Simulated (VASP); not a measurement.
## A VASP 6.6.1 single-point calculation on BaZrO3

INCAR

```
LCHARG = .FALSE.
NSW = 0
PREC = Accurate
ENCUT = 520
IBRION = -1
IVDW = 20
NBANDS = 28
EDIFF = 1E-7
GGA = PE
ISIF = 2
ISMEAR = -1
LASPH = .TRUE.
LWAVE = .FALSE.
NELM = 120
SIGMA = 0.02
LREAL = .FALSE.
```

KPOINTS

```
KPOINTS created by Atomic Simulation Environment
0
Gamma
6 6 6
0 0 0
```

POSCAR

```
Ba Zr O
 1.0000000000000000
     4.2053549142000000    0.0000000000000000    0.0000000000000000
     0.0000000000000000    4.2053549142000000    0.0000000000000000
     0.0000000000000000    0.0000000000000000    4.2474084633000002
 Ba  Zr  O
   1   1   3
Cartesian
  0.0000000000000000  0.0000000000000000  0.0000000000000000
  2.1026774571000004  2.1026774571000004  2.1237042316500006
  2.1026774571000004  2.1026774571000004  0.0000000000000000
  2.1026774571000004  0.0000000000000000  2.1237042316500006
  0.0000000000000000  2.1026774571000004  2.1237042316500006
```

The recommended PBE PAW datasets give the neutral cell 40 valence electrons.

Command

```
mpirun -np 1 vasp_std
```

OSZICAR

```
N       E                     dE             d eps       ncg     rms          rms(c)
DAV:   1     0.310565402918E+03    0.31057E+03   -0.22058E+04  2240   0.140E+03
DAV:   2    -0.284588786514E+02   -0.33902E+03   -0.32877E+03  2816   0.350E+02
DAV:   3    -0.487352661378E+02   -0.20276E+02   -0.20203E+02  3480   0.812E+01
DAV:   4    -0.493350718538E+02   -0.59981E+00   -0.59878E+00  3116   0.110E+01
DAV:   5    -0.493463141464E+02   -0.11242E-01   -0.11241E-01  3180   0.123E+00    0.278E+01
DAV:   6    -0.418285533488E+02    0.75178E+01   -0.38773E+01  2648   0.381E+01    0.122E+01
DAV:   7    -0.417324256509E+02    0.96128E-01   -0.28222E+00  3204   0.916E+00    0.745E+00
DAV:   8    -0.417186578551E+02    0.13768E-01   -0.36031E-01  2688   0.434E+00    0.711E-01
DAV:   9    -0.417146498155E+02    0.40080E-02   -0.62281E-02  3092   0.137E+00    0.528E-01
DAV:  10    -0.417164024705E+02   -0.17527E-02   -0.16498E-02  3076   0.103E+00    0.256E-01
DAV:  11    -0.417159878117E+02    0.41466E-03   -0.20053E-03  2752   0.358E-01    0.398E-02
DAV:  12    -0.417160390308E+02   -0.51219E-04   -0.14768E-04  2784   0.814E-02    0.284E-02
DAV:  13    -0.417160483435E+02   -0.93127E-05   -0.25545E-05  2876   0.331E-02    0.516E-03
DAV:  14    -0.417160486412E+02   -0.29763E-06   -0.45903E-06  2924   0.136E-02    0.771E-03
DAV:  15    -0.417160485631E+02    0.78099E-07   -0.93417E-07  2776   0.662E-03
   1 F= -.43996968E+02 E0= -.43996968E+02  d E =-.419543E-14
```

From OUTCAR

```
k-points           NKPTS =     40   k-points in BZ     NKDIM =     40   number of bands    NBANDS=     28

   NELECT =      40.0000    total number of electrons

   dimension x,y,z NGX =    32 NGY =   32 NGZ =   32
   dimension x,y,z NGXF=    64 NGYF=   64 NGZF=   64

  energy-cutoff  :      520.00
  volume of cell :       75.12
      direct lattice vectors                 reciprocal lattice vectors
     4.205354914  0.000000000  0.000000000     0.237792058  0.000000000  0.000000000
     0.000000000  4.205354914  0.000000000     0.000000000  0.237792058  0.000000000
     0.000000000  0.000000000  4.247408463     0.000000000  0.000000000  0.235437681

 k-points in reciprocal lattice and weights: KPOINTS created by Atomic Simulation Env
   0.00000000  0.00000000  0.00000000       0.005
   0.16666667  0.00000000  0.00000000       0.019
   0.33333333  0.00000000  0.00000000       0.019
   0.50000000  0.00000000  0.00000000       0.009
   0.16666667  0.16666667  0.00000000       0.019
   0.33333333  0.16666667  0.00000000       0.037
   0.50000000  0.16666667  0.00000000       0.019
   0.33333333  0.33333333  0.00000000       0.019
   ...

 E-fermi :   4.2433

 k-point     1 :       0.0000    0.0000    0.0000
  band No.  band energies     occupation
      1     -43.4956      2.00000
      2     -21.7297      2.00000
      3     -21.6342      2.00000
      4     -21.6342      2.00000
      5     -21.6223      2.00000
      6     -12.6938      2.00000
      7     -12.4217      2.00000
      8     -12.3669      2.00000
      9      -6.8761      2.00000
     10      -6.8551      2.00000
     11      -6.8551      2.00000
     12       2.1350      2.00000
     13       2.1848      2.00000
     14       2.1848      2.00000
     15       2.6685      2.00000
     16       2.7044      2.00000
     17       2.7044      2.00000
     18       3.3902      2.00000
     19       3.4087      2.00000
     20       3.4087      2.00000
     21       6.7791      0.00000
     22       6.7791      0.00000
     23       6.8216      0.00000
     24       8.2372      0.00000
     25       8.3155      0.00000
     26       9.3801      0.00000
     27      10.8261      0.00000
     28      10.9496      0.00000

 k-point     2 :       0.1667    0.0000    0.0000
  band No.  band energies     occupation
      1     -43.4948      2.00000
      2     -21.8135      2.00000
      3     -21.6326      2.00000
      4     -21.6206      2.00000
      5     -21.5966      2.00000
      6     -12.6846      2.00000
      7     -12.3747      2.00000
      8     -12.2428      2.00000
      9      -6.8596      2.00000
     10      -6.8382      2.00000
     11      -6.8112      2.00000
     12       1.7344      2.00000
     13       2.0507      2.00000
     14       2.1036      2.00000
     15       2.4219      2.00000
     16       2.4515      2.00000
     17       2.5082      2.00000
     18       2.7808      2.00000
     19       3.3025      2.00000
     20       3.3217      2.00000
     21       6.8739      0.00000
     22       7.3784      0.00000
     23       7.4158      0.00000
     24       8.6752      0.00000
     25       8.7468      0.00000
     26       9.9423      0.00000
     27      10.8580      0.00000
     28      11.7184      0.00000

 ...

  Total      -0.67043    -0.67043    -1.60395     0.00000     0.00000     0.00000
  in kB     -14.30001   -14.30001   -34.21154     0.00000     0.00000     0.00000
  external pressure =      -20.94 kB  Pullay stress =        0.00 kB

 POSITION                                       TOTAL-FORCE (eV/Angst)
 -----------------------------------------------------------------------------------
      0.00000      0.00000      0.00000         0.000000      0.000000      0.000000
      2.10268      2.10268      2.12370         0.000000      0.000000      0.000000
      2.10268      2.10268      0.00000         0.000000      0.000000      0.000000
      2.10268      0.00000      2.12370         0.000000      0.000000      0.000000
      0.00000      2.10268      2.12370         0.000000      0.000000      0.000000
 -----------------------------------------------------------------------------------
    total drift:                                0.000000     -0.000000     -0.000000

  FREE ENERGIE OF THE ION-ELECTRON SYSTEM (eV)
  ---------------------------------------------------
  free  energy   TOTEN  =       -43.9969676582 eV

  energy  without entropy=      -43.9969676582  energy(sigma->0) =      -43.99696766
```

It converged. Results: gap between bands v and c on the k mesh 3.12 eV; least direct gap on the k mesh 3.37 eV; pressure -2.1 GPa. Band v is the last that the valence electrons fill when counted band by band, and c is the next.

For comparison, a separate PBE run of the intended cell, on usual settings and not on those above, gives a gap of 3.12 eV on its mesh and a pressure of 1.8 GPa.

The run above took about 61 s on one core of a shared host (Intel Xeon Platinum 8488C) and held 0.22 GiB at most.
